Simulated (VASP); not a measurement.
# Mo in VASP: reference runs

How does Mo come out in PBE? The cell is run as given.

All numbers are computed with VASP 6.6.1; they aren't measurements. Logs are shortened: lines on timing, memory, paths and dates and some standing lists are left out, and cuts for length are marked.

## (1) The undisturbed slab

The cell holds a slab with vacuum, 5 atoms: a = 2.850 Å, b = 2.850 Å, c = 24.307 Å, α = 90.00°, β = 90.00°, γ = 120.00°.

The slab is cut from a database's or a generator's crystal, which needn't be the stable form of the element.

## (2) Single point, PBE (the (1 1 1) slab of Mo, cut from the database cell, not relaxed)

INCAR

```
SYSTEM = Mo
PREC = Accurate
ENCUT = 520
EDIFF = 1E-7
ISMEAR = -1
SIGMA = 0.05
LREAL = .False.
LASPH = .True.
NELM = 60
ALGO = Normal
ISIF = 2
LWAVE = .False.
LCHARG = .False.
LDIPOL = .True.
IDIPOL = 3
DIPOL = 0.5 0.5 0.500
GGA = PE
NBANDS = 43
```

KPOINTS

```
Automatic mesh
0
Gamma
  11 11 1
  0 0 0
```

POSCAR

```
Mo
1.0
    2.8496403282      0.0000000000      0.0000000000
   -1.4248201641      2.4678609159      0.0000000000
    0.0000000000      0.0000000000     24.3068863393
Mo
5
Direct
    0.6666666667      0.3333333333      0.3085545345
    0.3333333333      0.6666666667      0.4042772673
    0.0000000000      0.0000000000      0.5000000000
    0.6666666667      0.3333333333      0.5957227327
    0.3333333333      0.6666666667      0.6914454655
```

Potentials or basis: VASP PAW PBE potentials, release 64 (Mo_sv).

Command:

```sh
cat potpaw_PBE.64/Mo_sv/POTCAR > POTCAR
mpirun -np 1 vasp_std > vasp.out
```

OUTCAR:

```text
SYSTEM = Mo
   PREC = Accurate
   ENCUT = 520
   EDIFF = 1E-7
   ISMEAR = -1
   LREAL = .False.
   LASPH = .True.
   NELM = 60
   ISIF = 2
   GGA = PE

 ion  position               nearest neighbor table
   1  0.667  0.333  0.309-   2 2.85   2 2.85   2 2.85
   2  0.333  0.667  0.404-   3 2.85   3 2.85   3 2.85   1 2.85   1 2.85   1 2.85
   3  0.000  0.000  0.500-   2 2.85   4 2.85   4 2.85   2 2.85   4 2.85   2 2.85
   4  0.667  0.333  0.596-   3 2.85   3 2.85   3 2.85   5 2.85   5 2.85   5 2.85
   5  0.333  0.667  0.691-   4 2.85   4 2.85   4 2.85

  LATTYP: Found a hexagonal cell.
 ALAT       =     2.8496403282
 C/A-ratio  =     8.5298085161

  Lattice vectors:

 A1 = (   2.8496403282,   0.0000000000,   0.0000000000)
 A2 = (  -1.4248201641,   2.4678609159,   0.0000000000)
 A3 = (   0.0000000000,   0.0000000000,  24.3068863393)

Analysis of symmetry for initial positions (statically):
=====================================================================
 Subroutine PRICEL returns:
 Original cell was already a primitive cell.

 Routine SETGRP: Setting up the symmetry group for a
 hexagonal supercell.

 Subroutine GETGRP returns: Found 12 space group operations
 (whereof 12 operations were pure point group operations)
 out of a pool of 24 trial point group operations.

The static configuration has the point symmetry D_3d.

Analysis of symmetry for dynamics (positions and initial velocities):
=====================================================================
 Subroutine PRICEL returns:
 Original cell was already a primitive cell.

 Routine SETGRP: Setting up the symmetry group for a
 hexagonal supercell.

 Subroutine GETGRP returns: Found 12 space group operations
 (whereof 12 operations were pure point group operations)
 out of a pool of 24 trial point group operations.

The dynamic configuration has the point symmetry D_3d.

 Subroutine INISYM returns: Found 12 space group operations
 (whereof 12 operations are pure point group operations),
 and found     1 'primitive' translations

----------------------------------------------------------------------------------------

                                     Primitive cell

  volume of cell :     170.9386

  direct lattice vectors                    reciprocal lattice vectors
     2.849640328  0.000000000  0.000000000     0.350921479  0.202604611  0.000000000
    -1.424820164  2.467860916  0.000000000     0.000000000  0.405209221  0.000000000
     0.000000000  0.000000000 24.306886339     0.000000000  0.000000000  0.041140605

  length of vectors
     2.849640328  2.849640328 24.306886339     0.405209221  0.405209221  0.041140605

  position of ions in fractional coordinates (direct lattice)
     0.666666667  0.333333333  0.308554534
     0.333333333  0.666666667  0.404277267
     0.000000000  0.000000000  0.500000000
     0.666666667  0.333333333  0.595722733
     0.333333333  0.666666667  0.691445466

  ion indices of the primitive-cell ions
   primitive index   ion index
                 1           1
                 2           2
                 3           3
                 4           4
                 5           5

----------------------------------------------------------------------------------------

 KPOINTS: Automatic mesh

Automatic generation of k-mesh.
 Grid dimensions read from file:
 generate k-points for:   11   11    1

 Generating k-lattice:

  Cartesian coordinates                     Fractional coordinates (reciprocal lattice)
     0.031901953  0.018418601  0.000000000     0.090909091 -0.000000000  0.000000000
     0.000000000  0.036837202  0.000000000     0.000000000  0.090909091  0.000000000
     0.000000000  0.000000000  0.041140605     0.000000000  0.000000000  1.000000000

  Length of vectors
     0.036837202  0.036837202  0.041140605

  Shift w.r.t. Gamma in fractional coordinates (k-lattice)
     0.000000000  0.000000000  0.000000000

 Subroutine IBZKPT returns following result:
 ===========================================

 Found     16 irreducible k-points:

 Following reciprocal coordinates:
            Coordinates               Weight
  0.000000  0.000000  0.000000      1.000000
  0.090909 -0.000000  0.000000      6.000000
  0.181818 -0.000000  0.000000      6.000000
  0.272727 -0.000000  0.000000      6.000000
  0.363636 -0.000000  0.000000      6.000000
  0.454545 -0.000000  0.000000      6.000000
[... 8 lines left out ...]
  0.272727  0.272727  0.000000      6.000000
  0.363636  0.272727  0.000000      6.000000
   k-points           NKPTS =     16   k-points in BZ     NKDIM =     16   number of bands    NBANDS=     43
   number of dos      NEDOS =    301   number of ions     NIONS =      5
   total plane-waves  NPLWV = 110592
   dimension x,y,z NGX =    24 NGY =   24 NGZ =  192
   dimension x,y,z NGXF=    48 NGYF=   48 NGZF=  384
   ions per type =               5
   NGX,Y,Z   is equivalent  to a cutoff of  14.00, 14.00, 13.13 a.u.
   NGXF,Y,Z  is equivalent  to a cutoff of  28.00, 28.00, 26.26 a.u.
 SYSTEM =  Mo
   PREC   = accura    normal or accurate (medium, high low for compatibility)
   ISTART =      0    job   : 0-new  1-cont  2-samecut
   ICHARG =      2    charge: 1-file 2-atom 10-const
   ISPIN  =      1    spin polarized calculation?
   LNONCOLLINEAR =      F non collinear calculations
   LSORBIT =      F    spin-orbit coupling
   LASPH  =      T    aspherical Exc in radial PAW
   ENCUT  =  520.0 eV  38.22 Ry    6.18 a.u.   5.30  5.30 45.19*2*pi/ulx,y,z
   NELM   =     60;   NELMIN=  2; NELMDL= -5     # of ELM steps
   EDIFF  = 0.1E-06   stopping-criterion for ELM
   LREAL  =      F    real-space projection
   EDIFFG = 0.1E-05   stopping-criterion for IOM
   NSW    =      0    number of steps for IOM
   IBRION =     -1    ionic relax: 0-MD 1-quasi-New 2-CG
   NFREE  =      0    steps in history (QN), initial steepest desc. (CG)
   ISIF   =      2    stress and relaxation
   ISYM   =      2    0-nonsym 1-usesym 2-fastsym
   POTIM  = 0.5000    time-step for ionic-motion
   TEBEG  =    0.0;   TEEND  =   0.0 temperature during run
   PSTRESS=    0.0 pullay stress
   NELECT =      70.0000    total number of electrons
   NUPDOWN=      -1.0000    fix difference up-down
   EMIN   =  10.00;   EMAX   =-10.00  energy-range for DOS
   EFERMI =   0.00;   METHOD = LEGACY
   ISMEAR =    -1;   SIGMA  =   0.05  broadening in eV -4-tet -1-fermi 0-gaus
   EFERMI_NEDOS =   21; number of points for ismear=-14 and -15
   IALGO  =     38    algorithm
   IMIX   =      4    mixing-type and parameters
     AMIX     =   0.40;   BMIX     =  1.00
     AMIX_MAG =   1.60;   BMIX_MAG =  1.00
  volume/ion in A,a.u.               =      34.19       230.71
  Fermi-wavevector in a.u.,A,eV,Ry     =   1.215703  2.297346 20.108510  1.477934
  Thomas-Fermi vector in A             =   2.351081
   LORBIT       =      0    0 simple, 1 ext, 2 COOP (PROOUT), +10 PAW based schemes
   GGA     = PE    functional components
   LHFCALC =     F    Hartree Fock is set to
   AEXX    =    0.0000 exact exchange contribution
   IVDW    =     0    specifies the selected vdW correction
   LEPSILON=     F    determine dielectric tensor
   LRPA    =     F    only Hartree local field effects (RPA)
 non-spin polarized calculation
  energy-cutoff  :      520.00
  volume of cell :      170.94
 maximum number of plane-waves:      4635
 NGX is ok and might be reduce to    24
   NGX = 11   NGY = 11   NGZ = 91

 number of electron      70.0000002 magnetization

 dipolmoment           0.000000      0.000000     -0.000000 electrons x Angstroem

 Free energy of the ion-electron system (eV)
  ---------------------------------------------------
  ext. energy  EPLUGINS =         0.00000000
  ---------------------------------------------------
  free energy    TOTEN  =       -50.50755023 eV

  energy without entropy =      -50.45548576  energy(sigma->0) =      -50.48151799

 E-fermi :   3.1577     XC(G=0):  -7.1211

 val. band max:        3.1510229792   @ k =   0.4545  -0.0000   0.0000
 cond. band min:       3.2198243534   @ k =   0.0909  -0.0000   0.0000
 fundamental gap:      0.0688013742
 Fermi energy:         3.1577200566

 k-point     1 :       0.0000    0.0000    0.0000
  band No.  band energies     occupation
      1     -57.5837      2.00000
      2     -57.5690      2.00000
      3     -57.4923      2.00000
      4     -57.4654      2.00000
      5     -57.3669      2.00000
      6     -32.1159      2.00000
[... 35 lines left out ...]
     42       4.9138      0.00000
     43       4.9156      0.00000

 k-point     2 :       0.0909   -0.0000    0.0000
  band No.  band energies     occupation
      1     -57.5703      2.00000
      2     -57.5565      2.00000
      3     -57.4820      2.00000
      4     -57.4565      2.00000
      5     -57.3586      2.00000
      6     -32.0887      2.00000
[... 35 lines left out ...]
     42       4.5670      0.00000
     43       4.5734      0.00000

 k-point     3 :       0.1818   -0.0000    0.0000
  band No.  band energies     occupation
      1     -57.5339      2.00000
      2     -57.5227      2.00000
      3     -57.4543      2.00000
      4     -57.4330      2.00000
      5     -57.3366      2.00000
      6     -32.0142      2.00000
[... 35 lines left out ...]
     42       4.2128      0.00000
     43       4.3603      0.00000

 k-point     4 :       0.2727   -0.0000    0.0000
  band No.  band energies     occupation
      1     -57.4844      2.00000
      2     -57.4769      2.00000
      3     -57.4183      2.00000
      4     -57.4031      2.00000
      5     -57.3084      2.00000
      6     -31.9306      2.00000
[... 495 lines left out ...]
     42       5.7005      0.00000
     43       6.5025      0.00000

 k-point    15 :       0.2727    0.2727    0.0000
  band No.  band energies     occupation
      1     -57.3884      2.00000
      2     -57.3878      2.00000
      3     -57.3604      2.00000
      4     -57.3580      2.00000
      5     -57.2608      2.00000
      6     -31.9666      2.00000
[... 35 lines left out ...]
     42       5.5214      0.00000
     43       6.4706      0.00000

 k-point    16 :       0.3636    0.2727    0.0000
  band No.  band energies     occupation
      1     -57.3759      2.00000
      2     -57.3758      2.00000
      3     -57.3562      2.00000
      4     -57.3557      2.00000
      5     -57.2560      2.00000
      6     -31.9560      2.00000
[... 35 lines left out ...]
     42       5.5789      0.00000
     43       6.4467      0.00000

------------------------ aborting loop because EDIFF is reached ----------------------------------------

 vacuum level on the upper side and lower side of the slab       (xc-potential included)        -0.138        -0.138

  FORCE on cell =-STRESS in cart. coord.  units (eV):
  Direction    XX          YY          ZZ          XY          YZ          ZX
  --------------------------------------------------------------------------------------
  -------------------------------------------------------------------------------------
  Total       -7.3665160     -7.3665160     -1.8802831      0.0000000      0.0000000     -0.0000000
  in kB      -69.0450675    -69.0450675    -17.6235648      0.0000000      0.0000000     -0.0000000
  external PRESSURE =     -51.9045666 kB  Pullay stress =       0.0000000 kB

 VOLUME and BASIS-vectors are now :
 -----------------------------------------------------------------------------
  energy-cutoff  :      520.00
  volume of cell :      170.94
      direct lattice vectors                 reciprocal lattice vectors
     2.849640328  0.000000000  0.000000000     0.350921479  0.202604611  0.000000000
    -1.424820164  2.467860916  0.000000000     0.000000000  0.405209221  0.000000000
     0.000000000  0.000000000 24.306886339     0.000000000  0.000000000  0.041140605

 POSITION                                       TOTAL-FORCE (eV/Angst)
 -----------------------------------------------------------------------------------
      1.42482      0.82262      7.50000         0.000000      0.000000      0.143805
     -0.00000      1.64524      9.82672         0.000000      0.000000      0.111145
      0.00000      0.00000     12.15344        -0.000000      0.000000      0.000000
      1.42482      0.82262     14.48016         0.000000     -0.000000     -0.111145
     -0.00000      1.64524     16.80689        -0.000000     -0.000000     -0.143805
 -----------------------------------------------------------------------------------
    total drift:                               -0.000000     -0.000000      0.000000

  FREE ENERGIE OF THE ION-ELECTRON SYSTEM (eV)
  ---------------------------------------------------
  free  energy   TOTEN  =       -50.5075502263 eV

  energy  without entropy=      -50.4554857603  energy(sigma->0) =      -50.48151799

 vacuum level on the upper side and lower side of the slab         7.694         7.694
```

Wall time 2.8 min (1 thread of Intel Xeon 6975P-C (Granite Rapids), shared host); peak memory 0.34 GiB.

What came out:

```yaml
Free_energy: -50.5076 eV
Largest_force: 0.144 eV/Å
Band_gap_on_the_k_mesh: none (metal or under the smearing width)
```

Forces in eV/Å, atoms in the order of the input:
```
Mo   0.000  0.000  0.144
Mo   0.000  0.000  0.111
Mo   0.000  0.000  0.000
Mo   0.000  0.000 -0.111
Mo   0.000  0.000 -0.144
```
